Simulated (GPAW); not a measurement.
# GaAs (I4/mmm) in GPAW: convergence with plane-wave cutoff (eV)

Aim: find how far plane-wave cutoff (eV) must go before the results for GaAs settle, at RPBE. This setting moves, with any that are tied to it; all else stays.

Program: GPAW 26.7.0. These are calculated values, not measurements. Logs are shortened: lines on timing, memory, paths and dates and some standing lists are left out, and cuts for length are marked. The log counts tension as positive stress, the text compression.

### 1 Starting point

Symmetry: I4/mmm, No. 139, tetragonal system. Conventional cell: a = 3.762 Å, b = 3.762 Å, c = 6.052 Å, α = 90.00°, β = 90.00°, γ = 90.00°. Ga (site symmetry 4/mmm) is surrounded by 6 As at 2.66 to 3.03 Å. As (site symmetry 4/mmm) has 6 Ga at 2.66 to 3.03 Å as nearest neighbours.

The cell was built by a generator and needn't be a form met in nature.

### 2 With plane-wave cutoff (eV) 200

run.py reads:

```python
from ase.dft.bandgap import bandgap
from ase.io import read, write
from ase.units import GPa
from gpaw import GPAW, PW

atoms = read('GaAs.xyz')

calc = GPAW(mode=PW(200),
            xc='RPBE',
            kpts={'size': (8, 8, 8), 'gamma': True},
            occupations={'name': 'fermi-dirac', 'width': 0.05},
            nbands=11,
            convergence={'density': 1e-05, 'energy': 1e-05},
            maxiter=100,
            txt='gpaw.txt')
atoms.calc = calc
energy = atoms.get_potential_energy()
forces = atoms.get_forces()
stress = atoms.get_stress()
calc.write('gs.gpw')
write('result.traj', atoms)
print(f'Energy: {energy:.6f} eV')
print('Forces (eV/A):')
print(forces.round(4))
print('Stress (GPa):', (stress / GPa).round(3))
print('Fermi level:', round(calc.get_fermi_level(), 4), 'eV')
print(f'Gap: {bandgap(calc)[0]:.4f} eV, direct: {bandgap(calc, direct=True)[0]:.4f} eV')
```

GaAs.xyz reads:

```xyz
2
Lattice="-1.8807739600 1.8807739600 3.0258508800 1.8807739600 -1.8807739600 3.0258508800 1.8807739600 1.8807739600 -3.0258508800" Properties=species:S:1:pos:R:3 pbc="T T T"
Ga     0.0000000000      0.0000000000      0.0000000000
As     0.0000000000      0.0000000000      3.0258508800
```

Potentials or basis: the program's PAW data sets (release 1.2.1) made for this functional, pw.

Launch:

```
> OMP_NUM_THREADS=1 python run.py
```

gpaw.txt:

```text
__  _  _
 | _ |_)|_||  |
 |__||  | ||/\| - 26.7.0

Input parameters:
  mode=PW(ecut=200.0),
  convergence={'density': 1e-05, 'energy': 1e-05},
  kpts=MonkhorstPack(size=(8, 8, 8), gamma=True),
  maxiter=100,
  nbands=11,
  occupations=Occupations(name='fermi-dirac', width=0.05),
  xc=XC(name='RPBE')

Diagonalizing LCAO Hamiltonian
Converting LCAO to pw mode

       As

       Ga

Atoms  # Å, Bohr magnetons
|   | symbol |        x |        y |        z |    initial magnetic moments |
|---|--------|----------|----------|----------|-----------------------------|
| 0 |     Ga | 0.000000 | 0.000000 | 0.000000 | ( 0.0000,  0.0000,  0.0000) |
| 1 |     As | 0.000000 | 0.000000 | 3.025851 | ( 0.0000,  0.0000,  0.0000) |

Unit cell  # Å
| periodic |         x |         y |         z |  lengths |     angles |
|----------|-----------|-----------|-----------|----------|------------|
|      yes | -1.880774 |  1.880774 |  3.025851 | 4.028696 | 124.340705 |
|      yes |  1.880774 | -1.880774 |  3.025851 | 4.028696 | 124.340705 |
|      yes |  1.880774 |  1.880774 | -3.025851 | 4.028696 |  82.632931 |

Number of symmetries: 16
Symmetry operations  # r_c * U_cc + t_c -> r_c
|    | kind |            matrix            |
|----|------|------------------------------|
|  0 |  σ   |  1, 1, 1,  0, 0,-1,  0,-1, 0 |
|  1 |  C4  |  1, 1, 1,  0, 0,-1, -1, 0, 0 |
|  2 |  E   |  1, 0, 0,  0, 1, 0,  0, 0, 1 |
|  3 |  σ   |  1, 0, 0,  0, 1, 0, -1,-1,-1 |
|  4 |  σ   |  0, 1, 0,  1, 0, 0,  0, 0, 1 |
|  5 |  C2  |  0, 1, 0,  1, 0, 0, -1,-1,-1 |
|  6 |  C2  |  0, 0, 1, -1,-1,-1,  1, 0, 0 |
|  7 |  S4  |  0, 0, 1, -1,-1,-1,  0, 1, 0 |
|  8 |  C4  |  0, 0,-1,  1, 1, 1,  0,-1, 0 |
|  9 |  σ   |  0, 0,-1,  1, 1, 1, -1, 0, 0 |
| 10 |  σ   |  0,-1, 0, -1, 0, 0,  1, 1, 1 |
| 11 |  C2  |  0,-1, 0, -1, 0, 0,  0, 0,-1 |
| 12 |  C2  | -1, 0, 0,  0,-1, 0,  1, 1, 1 |
| 13 |  i   | -1, 0, 0,  0,-1, 0,  0, 0,-1 |
| 14 |  S4  | -1,-1,-1,  0, 0, 1,  1, 0, 0 |
| 15 |  C2  | -1,-1,-1,  0, 0, 1,  0, 1, 0 |

BZ-sampling:
  Number of BZ points: 512
  Number of IBZ points: 59

  Monkhorst-Pack size: [8, 8, 8]
  Monkhorst-Pack shift: [0.0625, 0.0625, 0.0625]

K-points  # in reciprocal-cell coordinates
|     |                                coordinates |     weight |
|-----|--------------------------------------------|------------|
|   0 | (  0.00000000,   0.00000000,   0.00000000) | 0.00195312 |
|   1 | (  0.12500000,  -0.12500000,   0.00000000) | 0.00781250 |
|   2 | (  0.12500000,  -0.12500000,   0.12500000) | 0.00781250 |
|   3 | (  0.12500000,   0.00000000,   0.00000000) | 0.01562500 |
|   4 | (  0.12500000,   0.12500000,  -0.12500000) | 0.00390625 |
|   5 | (  0.25000000,  -0.25000000,   0.00000000) | 0.00781250 |
|   6 | (  0.25000000,  -0.25000000,   0.12500000) | 0.01562500 |
|   7 | (  0.25000000,  -0.25000000,   0.25000000) | 0.00781250 |
|   8 | (  0.25000000,  -0.12500000,   0.00000000) | 0.03125000 |
|   9 | (  0.25000000,  -0.12500000,   0.12500000) | 0.01562500 |
| ... |                                            |            |
|  58 | (  0.50000000,   0.50000000,   0.50000000) | 0.00195312 |

Plane wave coefficients: 283
Cutoff: 200.0 eV

Spin-components: 1 (collinear spins)
Bands:           11
Projectors:      10
Spin-degeneracy: 2
Datatype:        complex128

Parallelization:
  kpt:    1
  domain: 1
  band:   1

Density:
  Valence electrons: 8.0
  Components: 1
  Grid points: [14 14 14]
  Charge: 0.0  # |e|

Potential:
  Grid points: [14 14 14]

species:
  Ga:
    name:    Gallium
    Z:       31.0
    valence: 3
    core:    28
    charge:  0.0  # [|e|]
    compensation charges:
      type: gauss
      rc: 0.37  # [Å]
      lmax: 2
    cutoffs:
      filter: 2.06  # [Å]
      core: 4.17  # [Å]
    projectors
    | kind |    occ | energy [eV] | rcut [Å] |
    |------|--------|-------------|----------|
    |   4s |  2.000 |      -8.878 |    1.164 |
    |   4p |  1.000 |      -2.543 |    1.164 |
    |    s |        |      18.334 |    1.164 |
    |    p |        |      24.668 |    1.164 |
    |    d |        |       0.000 |    1.164 |

    Using partial waves for Ga as LCAO basis

  As:
    name:    Arsenic
    Z:       33.0
    valence: 5
    core:    28
    charge:  0.0  # [|e|]
    compensation charges:
      type: gauss
      rc: 0.33  # [Å]
      lmax: 2
    cutoffs:
      filter: 1.87  # [Å]
      core: 2.96  # [Å]
    projectors
    | kind |    occ | energy [eV] | rcut [Å] |
    |------|--------|-------------|----------|
    |   4s |  2.000 |     -14.426 |    1.058 |
    |   4p |  3.000 |      -5.163 |    1.058 |
    |    s |        |      12.785 |    1.058 |
    |    p |        |      22.048 |    1.058 |
    |    d |        |       0.000 |    1.058 |

    Using partial waves for As as LCAO basis

Reference energy: -114399.796401  # eV

eigensolver:
  PPCG
  Converge bands: occupied
  niter=2

density mixing:
  MSR1-Mixer
  Pratt-step length: 0.05
  Maximum mixing coefficient: 0.75
  Old densities: 10
  SVD Regularization: 0.005
  Good broyden scale: 1.0
  Trust region scale: 1.0
  Backstep threshold: 4.0
  History deletion threshold: 6.0
  Fourier metric: weight=20.0, sigma=0.015

occupation numbers:
  Fermi-Dirac:
    width: 0.0500  # eV

poisson solver:
  ecut: 1600.0  # eV

xc functional:
  name: RPBE with 2 nearest neighbor stencil

convergence criteria:
- Maximum integral of absolute [dens]ity change: 1e-05 electrons / valence electron
- Maximum [total energy] change in last 3 cyles: 1e-05 eV / valence electron
- Maximum integral of absolute [eigenst]ate change: 4e-08 eV^2 / valence electron
maximum number of iterations: 100

SCF iterations
|iter     | |      energy | eigst |  dens |
|---------|-|-------------|-------|-------|
|iter:   1| |   -6.844953 | -0.96 |       |
|iter:   2| |   -6.835598 | -3.30 | -1.10 |
|iter:   3| |   -6.801441 | -2.80 | -1.13 |
|iter:   4| |   -6.803066 | -4.43 | -1.73 |
|iter:   5| |   -6.803370 | -5.17 | -2.23 |
|iter:   6| |   -6.803384 | -6.06 | -2.91 |
|iter:   7| |   -6.803383c| -7.82c| -3.83 |
|iter:   8| |   -6.803383c| -7.71c| -4.42 |
|iter:   9| |   -6.803383c| -8.31c| -4.93 |
|iter:  10| |   -6.803383c| -9.91c| -5.96c|

Converged in 10 steps
Energy contributions relative to reference atoms: (reference = -114399.796401)

Energy contributions:
  Kinetic:          10.496224
  Coulomb:          -9.364239
  Zero:             -0.029549
  External:          0.000000
  Xc:               -7.900824
  Entropy:          -0.009990
  Spinorbit:         0.000000
  ----------------------------
  Free energy:      -6.808378
  Extrapolated:     -6.803383

dipole moment: (-11.045183, -11.045183, 2.288716)  # |e|*Ang

Fermi level: 5.426
Eigenvalues  # (at kpt = [0.000, 0.000, 0.000])
| band index |      eig [eV] | occ [0-2] |
|------------|---------------|-----------|
|          0 |        -6.981 |     2.000 |
|          1 |         4.941 |     2.000 |
|          2 |         5.123 |     1.995 |
|          3 |         5.123 |     1.995 |
|          4 |         6.302 |     0.000 |
|          5 |        10.596 |     0.000 |
|          6 |        12.155 |     0.000 |
|          7 |        13.233 |     0.000 |
|          8 |        13.233 |     0.000 |
|          9 |        13.626 |     0.000 |
|         10 |        14.148 |     0.000 |

No gap
No difference between direct/indirect transitions

Forces  # eV/Ang
|       x |       y |        z |
|---------|---------|----------|
| 0.00000 | 0.00000 | -0.00000 |  # Ga   0
| 0.00000 | 0.00000 |  0.00000 |  # As   1

Stress tensor  # eV/Ang^3
|         x |         y |         z |
|-----------|-----------|-----------|
| -0.006968 |  0.000000 | -0.000000 |
|  0.000000 | -0.006968 |  0.000000 |
| -0.000000 |  0.000000 |  0.041744 |

# Writing to gs.gpw (mode='')
```

stdout:

```text
Energy: -6.803383 eV
Forces (eV/A):
[[ 0.  0. -0.]
 [ 0.  0.  0.]]
Stress (GPa): [-1.116 -1.116  6.688  0.    -0.     0.   ]
Fermi level: 5.426 eV
Gap: 0.0000 eV, direct: 0.0000 eV
```

It took 4.9 s on 1 thread of Arm Neoverse V2, shared host; peak memory 0.12 GiB.

Results:

* Free energy: -6.8084 eV
* Pressure: -1.5 GPa
* Band gap on the k mesh: none (metal or under the smearing width)

### 3 With plane-wave cutoff (eV) 250

run.py, as its differences from that of step 2:

```diff
@@ -7,3 +7,3 @@
 
-calc = GPAW(mode=PW(200),
+calc = GPAW(mode=PW(250),
             xc='RPBE',
```

GaAs.xyz is that of step 2.

Potentials or basis: the program's PAW data sets (release 1.2.1) made for this functional, pw.

Launch:

```
> OMP_NUM_THREADS=1 python run.py
```

Wall time 5.5 s (1 thread of Arm Neoverse V2, shared host); peak memory 0.13 GiB.

Results:

```yaml
Free_energy: -6.8144 eV
Pressure: -1.4 GPa
Band_gap_on_the_k_mesh: none (metal or under the smearing width)
```

### 4 With plane-wave cutoff (eV) 300

run.py, as its differences from that of step 3:

```diff
@@ -7,3 +7,3 @@
 
-calc = GPAW(mode=PW(250),
+calc = GPAW(mode=PW(300),
             xc='RPBE',
```

GaAs.xyz is that of step 3.

Launch:

```
> OMP_NUM_THREADS=1 python run.py
```

Run time: 8.8 s. Hardware: 1 thread of Arm Neoverse V2, shared host; peak memory 0.13 GiB.

Results:

| Property | Result |
| --- | --- |
| Free energy | -6.8157 eV |
| Pressure | -1.4 GPa |
| Band gap on the k mesh | none (metal or under the smearing width) |

### 5 With plane-wave cutoff (eV) 350

run.py, as its differences from that of step 4:

```diff
@@ -7,3 +7,3 @@
 
-calc = GPAW(mode=PW(300),
+calc = GPAW(mode=PW(350),
             xc='RPBE',
```

GaAs.xyz is that of step 4.

Launch:

```
> OMP_NUM_THREADS=1 python run.py
```

It took 9.1 s on 1 thread of Arm Neoverse V2, shared host; peak memory 0.14 GiB.

What came out:

- Free energy: -6.8167 eV
- Pressure: -1.4 GPa
- Band gap on the k mesh: none (metal or under the smearing width)

### 6 With plane-wave cutoff (eV) 400

run.py, as its differences from that of step 5:

```diff
@@ -7,3 +7,3 @@
 
-calc = GPAW(mode=PW(350),
+calc = GPAW(mode=PW(400),
             xc='RPBE',
```

GaAs.xyz is that of step 5.

Potentials or basis: the program's PAW data sets (release 1.2.1) made for this functional, pw.

Launch:

```
> OMP_NUM_THREADS=1 python run.py
```

Run time: 8.4 s. Hardware: 1 thread of Arm Neoverse V2, shared host; peak memory 0.14 GiB.

What came out:

```yaml
Free_energy: -6.8174 eV
Pressure: -1.4 GPa
Band_gap_on_the_k_mesh: none (metal or under the smearing width)
```

### 7 With plane-wave cutoff (eV) 500

run.py, as its differences from that of step 6:

```diff
@@ -7,3 +7,3 @@
 
-calc = GPAW(mode=PW(400),
+calc = GPAW(mode=PW(500),
             xc='RPBE',
```

GaAs.xyz is that of step 6.

Launch:

```
> OMP_NUM_THREADS=1 python run.py
```

Wall time 14 s (1 thread of Arm Neoverse V2, shared host); peak memory 0.15 GiB.

It converged, with:

| Quantity | Value |
| --- | --- |
| Free energy | -6.8181 eV |
| Pressure | -1.4 GPa |
| Band gap on the k mesh | none (metal or under the smearing width) |

### 8 With plane-wave cutoff (eV) 600

run.py, as its differences from that of step 7:

```diff
@@ -7,3 +7,3 @@
 
-calc = GPAW(mode=PW(500),
+calc = GPAW(mode=PW(600),
             xc='RPBE',
```

GaAs.xyz is that of step 7.

Launch:

```
> OMP_NUM_THREADS=1 python run.py
```

It took 17 s on 1 thread of Arm Neoverse V2, shared host; peak memory 0.17 GiB.

Results (log left out):

| Property | Result |
| --- | --- |
| Free energy | -6.8185 eV |
| Pressure | -1.4 GPa |
| Band gap on the k mesh | none (metal or under the smearing width) |

### 9 With plane-wave cutoff (eV) 800

run.py, as its differences from that of step 8:

```diff
@@ -7,3 +7,3 @@
 
-calc = GPAW(mode=PW(600),
+calc = GPAW(mode=PW(800),
             xc='RPBE',
```

GaAs.xyz is that of step 8.

Potentials or basis: the program's PAW data sets (release 1.2.1) made for this functional, pw.

Launch:

```
> OMP_NUM_THREADS=1 python run.py
```

Run time: 24 s. Hardware: 1 thread of Arm Neoverse V2, shared host; peak memory 0.19 GiB.

It converged, with:

- Free energy: -6.8193 eV
- Pressure: -1.4 GPa
- Band gap on the k mesh: none (metal or under the smearing width)

### 10 With plane-wave cutoff (eV) 1000

run.py, as its differences from that of step 9:

```diff
@@ -7,3 +7,3 @@
 
-calc = GPAW(mode=PW(800),
+calc = GPAW(mode=PW(1000),
             xc='RPBE',
```

GaAs.xyz is that of step 9.

Launch:

```
> OMP_NUM_THREADS=1 python run.py
```

Wall time 33 s (1 thread of Arm Neoverse V2, shared host); peak memory 0.23 GiB.

Results (log left out):

| Property | Result |
| --- | --- |
| Free energy | -6.8195 eV |
| Pressure | -1.4 GPa |
| Band gap on the k mesh | none (metal or under the smearing width) |

### 11 Summary

```csv
plane-wave cutoff (eV),"energy less the tightest run, at zero smearing (meV/atom)",pressure (GPa),SCF cycles,CPU time (s),peak memory (GiB)
200,5.56,-1.49,10,4.9,0.12
250,2.53,-1.43,10,5.5,0.13
300,1.91,-1.43,10,8.8,0.13
350,1.37,-1.43,10,9.1,0.14
400,1.03,-1.43,10,8.4,0.14
500,0.68,-1.43,10,14,0.15
600,0.47,-1.43,10,17,0.17
800,0.12,-1.43,10,24,0.19
1000,0.00,-1.43,10,33,0.23
```

Against the tightest run, the energy stays within 1 meV/atom from 500 on; the pressure stays within 0.1 GPa from 200 on. The tightest run that finished is the yardstick and may itself not be fully converged.
